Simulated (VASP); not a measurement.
Write the native input for VASP 6.6.1 that does the following.

- Task: relaxation of cell and atoms
- Functional: PBEsol
- Potentials or basis: VASP PAW PBE potentials, release 64 (In_d, Sb)
- Cutoff: 600 eV
- k mesh: 10 × 10 × 10
- Occupations: gaussian, width 0.03 eV
- Spin: no spin polarisation
- Further INCAR settings: ALGO = Normal; EDIFF = 1e-06; IBRION = 2; EDIFFG = -0.01; NSW = 90; ISIF = 3

The structure of InSb lies in POSCAR:

```
InSb
1.0
    0.0000000000      3.2391000000      3.2391000000
    3.2391000000      0.0000000000      3.2391000000
    3.2391000000      3.2391000000      0.0000000000
In Sb
1 1
Direct
    0.0000000000      0.0000000000      0.0000000000
    0.2500000000      0.2500000000      0.2500000000
```

The input as run:

INCAR

```
ALGO = Normal
EDIFF = 1E-6
EDIFFG = -0.01
ENCUT = 600
GGA = PS
IBRION = 2
ISIF = 3
ISMEAR = 0
LASPH = T
LCHARG = F
LREAL = F
LWAVE = F
NELM = 80
NSW = 90
PREC = Accurate
SIGMA = 0.03
```

KPOINTS

```
k-points
0
Gamma
  10 10 10
```

Potentials or basis: VASP PAW PBE potentials, release 64 (In_d, Sb).

The run is started by

```sh
$ cat potpaw_PBE.64/In_d/POTCAR potpaw_PBE.64/Sb/POTCAR > POTCAR
$ mpirun -np 1 vasp_std > vasp.out
```

It gave:

| Quantity | Value |
| --- | --- |
| Relaxed volume | 34.66 Å³/atom |
| Relaxed cell | a = 4.611 Å, b = 4.611 Å, c = 4.611 Å, α = 60.00°, β = 60.00°, γ = 60.00° |
| Space group after relaxing (to 0.05 Å) | F-43m (No. 216) |
| Energy gained by relaxing | 1.8 meV/atom |
| Ionic steps | 3 |
| Pressure after relaxing | 0.0 GPa |
| Band gap on the k mesh | none (metal or under the smearing width) |

Caveat: the PAW data sets were made with another functional, which shifts forces and pressure a little; this crystal is a semiconductor, whose small gap the functional closes, so the metal is an error of the method.

It took 66 s on 1 thread of Intel(R) Xeon(R) 6975P-C (Granite Rapids), on a shared host, peak memory 0.28 GiB.
